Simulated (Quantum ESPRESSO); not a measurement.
Input of a Quantum ESPRESSO 7.5 run:

Contents of pw.in:

```
&CONTROL
  calculation = 'scf'
  prefix = 'pwscf'
  outdir = './tmp'
  pseudo_dir = './pseudo'
  tprnfor = .true.
  tstress = .true.
  disk_io = 'low'
/
&SYSTEM
  ibrav = 0
  nat = 2
  ntyp = 2
  ecutwfc = 84
  nbnd = 15
  occupations = 'smearing'
  smearing = 'fd'
  degauss = 0.00367493
/
&ELECTRONS
  conv_thr = 4d-10
  electron_maxstep = 120
  mixing_beta = 0.5
/
ATOMIC_SPECIES
Ga    69.7230 Ga.upf
N     14.0070 N.upf
CELL_PARAMETERS bohr
   0.0000000000    4.2584989699    4.2584989699
   4.2584989699    0.0000000000    4.2584989699
   4.2584989699    4.2584989699    0.0000000000
ATOMIC_POSITIONS bohr
Ga     0.0000000000    0.0000000000    0.0000000000
N      2.1292494849    2.1292494849    2.1292494849
K_POINTS automatic
10 10 10 0 0 0
```

pp_density.in

```
&INPUTPP
  prefix = 'pwscf'
  outdir = './tmp'
  filplot = 'density.dat'
  plot_num = 0
/
&PLOT
  nfile = 1
  filepp(1) = 'density.dat'
  iflag = 3
  output_format = 6
  fileout = 'density.cube'
/
```

File pp_potential.in:

```
&INPUTPP
  prefix = 'pwscf'
  outdir = './tmp'
  filplot = 'potential.dat'
  plot_num = 11
/
&PLOT
  nfile = 1
  filepp(1) = 'potential.dat'
  iflag = 3
  output_format = 6
  fileout = 'potential.cube'
/
```

File pp_elf.in:

```
&INPUTPP
  prefix = 'pwscf'
  outdir = './tmp'
  filplot = 'elf.dat'
  plot_num = 8
/
&PLOT
  nfile = 1
  filepp(1) = 'elf.dat'
  iflag = 3
  output_format = 6
  fileout = 'elf.cube'
/
```

Contents of bands.in:

```
&CONTROL
  calculation = 'bands'
  prefix = 'pwscf'
  outdir = './tmp'
  pseudo_dir = './pseudo'
  disk_io = 'low'
  verbosity = 'high'
/
&SYSTEM
  ibrav = 0
  nat = 2
  ntyp = 2
  ecutwfc = 84
  nbnd = 15
  occupations = 'smearing'
  smearing = 'fd'
  degauss = 0.00367493
/
&ELECTRONS
  conv_thr = 1d-08
  electron_maxstep = 120
  mixing_beta = 0.5
  diago_full_acc = .true.
/
ATOMIC_SPECIES
Ga    69.7230 Ga.upf
N     14.0070 N.upf
CELL_PARAMETERS bohr
   0.0000000000    4.2584989699    4.2584989699
   4.2584989699    0.0000000000    4.2584989699
   4.2584989699    4.2584989699    0.0000000000
ATOMIC_POSITIONS bohr
Ga     0.0000000000    0.0000000000    0.0000000000
N      2.1292494849    2.1292494849    2.1292494849
K_POINTS crystal
60
 0.0000000000  0.0000000000  0.0000000000 1
 0.0625000000  0.0000000000  0.0625000000 1
 0.1250000000  0.0000000000  0.1250000000 1
 0.1875000000  0.0000000000  0.1875000000 1
 0.2500000000  0.0000000000  0.2500000000 1
 0.3125000000  0.0000000000  0.3125000000 1
 0.3750000000  0.0000000000  0.3750000000 1
 0.4375000000  0.0000000000  0.4375000000 1
 0.5000000000  0.0000000000  0.5000000000 1
 0.5000000000  0.0625000000  0.5625000000 1
 0.5000000000  0.1250000000  0.6250000000 1
 0.5000000000  0.1875000000  0.6875000000 1
 0.5000000000  0.2500000000  0.7500000000 1
 0.4375000000  0.3125000000  0.7500000000 1
 0.3750000000  0.3750000000  0.7500000000 1
 0.3375000000  0.3375000000  0.6750000000 1
 0.3000000000  0.3000000000  0.6000000000 1
 0.2625000000  0.2625000000  0.5250000000 1
 0.2250000000  0.2250000000  0.4500000000 1
 0.1875000000  0.1875000000  0.3750000000 1
 0.1500000000  0.1500000000  0.3000000000 1
 0.1125000000  0.1125000000  0.2250000000 1
 0.0750000000  0.0750000000  0.1500000000 1
 0.0375000000  0.0375000000  0.0750000000 1
 0.0000000000  0.0000000000  0.0000000000 1
 0.0625000000  0.0625000000  0.0625000000 1
 0.1250000000  0.1250000000  0.1250000000 1
 0.1875000000  0.1875000000  0.1875000000 1
 0.2500000000  0.2500000000  0.2500000000 1
 0.3125000000  0.3125000000  0.3125000000 1
 0.3750000000  0.3750000000  0.3750000000 1
 0.4375000000  0.4375000000  0.4375000000 1
 0.5000000000  0.5000000000  0.5000000000 1
 0.5250000000  0.4500000000  0.5250000000 1
 0.5500000000  0.4000000000  0.5500000000 1
 0.5750000000  0.3500000000  0.5750000000 1
 0.6000000000  0.3000000000  0.6000000000 1
 0.6250000000  0.2500000000  0.6250000000 1
 0.5833333333  0.2500000000  0.6666666667 1
 0.5416666667  0.2500000000  0.7083333333 1
 0.5000000000  0.2500000000  0.7500000000 1
 0.5000000000  0.2857142857  0.7142857143 1
 0.5000000000  0.3214285714  0.6785714286 1
 0.5000000000  0.3571428571  0.6428571429 1
 0.5000000000  0.3928571429  0.6071428571 1
 0.5000000000  0.4285714286  0.5714285714 1
 0.5000000000  0.4642857143  0.5357142857 1
 0.5000000000  0.5000000000  0.5000000000 1
 0.4821428571  0.4821428571  0.5357142857 1
 0.4642857143  0.4642857143  0.5714285714 1
 0.4464285714  0.4464285714  0.6071428571 1
 0.4285714286  0.4285714286  0.6428571429 1
 0.4107142857  0.4107142857  0.6785714286 1
 0.3928571429  0.3928571429  0.7142857143 1
 0.3750000000  0.3750000000  0.7500000000 1
 0.6250000000  0.2500000000  0.6250000000 1
 0.5937500000  0.1875000000  0.5937500000 1
 0.5625000000  0.1250000000  0.5625000000 1
 0.5312500000  0.0625000000  0.5312500000 1
 0.5000000000  0.0000000000  0.5000000000 1
```

Potentials or basis: PseudoDojo 0.4.1 SR PBEsol standard.

Launch:

```sh
$ OMP_NUM_THREADS=1 pw.x -in pw.in > pw.out
$ OMP_NUM_THREADS=1 pp.x -in pp_density.in > pp_density.out
$ OMP_NUM_THREADS=1 pp.x -in pp_potential.in > pp_potential.out
$ OMP_NUM_THREADS=1 pp.x -in pp_elf.in > pp_elf.out
$ OMP_NUM_THREADS=1 pw.x -in bands.in > bands.out
```

Estimate the pressure.

-0.9 GPa.

What does it give for the band gap on the k mesh?

1.71 eV, direct.

Predict the band gap along the path.

1.71 eV, direct.

Levels at the corners of the path, in eV from the valence-band top:
```csv
point,band 5,band 6,band 7,band 8,band 9,band 10,band 11,band 12,band 13,band 14
Γ,-13.23,-13.23,0.00,0.00,0.00,1.71,10.25,10.25,10.25,17.39
X,-13.16,-11.46,-6.17,-2.72,-2.72,3.25,6.58,11.58,13.87,13.87
W,-13.22,-11.18,-5.73,-3.74,-3.68,6.13,8.37,10.21,10.96,15.18
K,-13.20,-11.30,-5.91,-4.31,-2.19,4.90,7.82,10.95,12.77,13.49
Γ,-13.23,-13.23,0.00,0.00,0.00,1.71,10.25,10.25,10.25,17.39
L,-13.19,-11.92,-7.10,-0.97,-0.97,4.59,8.64,10.29,10.29,15.45
U,-13.20,-11.30,-5.91,-4.31,-2.19,4.90,7.82,10.95,12.77,13.49
W,-13.22,-11.18,-5.73,-3.74,-3.68,6.13,8.37,10.21,10.96,15.18
L,-13.19,-11.92,-7.10,-0.97,-0.97,4.59,8.64,10.29,10.29,15.45
K,-13.20,-11.30,-5.91,-4.31,-2.19,4.90,7.82,10.95,12.77,13.49
U,-13.20,-11.30,-5.91,-4.31,-2.19,4.90,7.82,10.95,12.77,13.49
X,-13.16,-11.46,-6.17,-2.72,-2.72,3.25,6.58,11.58,13.87,13.87
```

**What was measured.**

A printed reference work, textbook reports, for a bulk crystal of GaN at 0 K: band gap 3.299 eV (direct).

A measured gap of GaN is 3.299 eV (direct; 0 K; a printed reference work, textbook); the calculated 1.71 eV misses it by -1.59 eV. Spin-orbit coupling on Ga is left out. The value is that of PBEsol, without temperature or zero-point motion. Semilocal functionals fall short of measured gaps as a rule. The cell is a database's relaxed one, not the measured one, which moves gaps too.
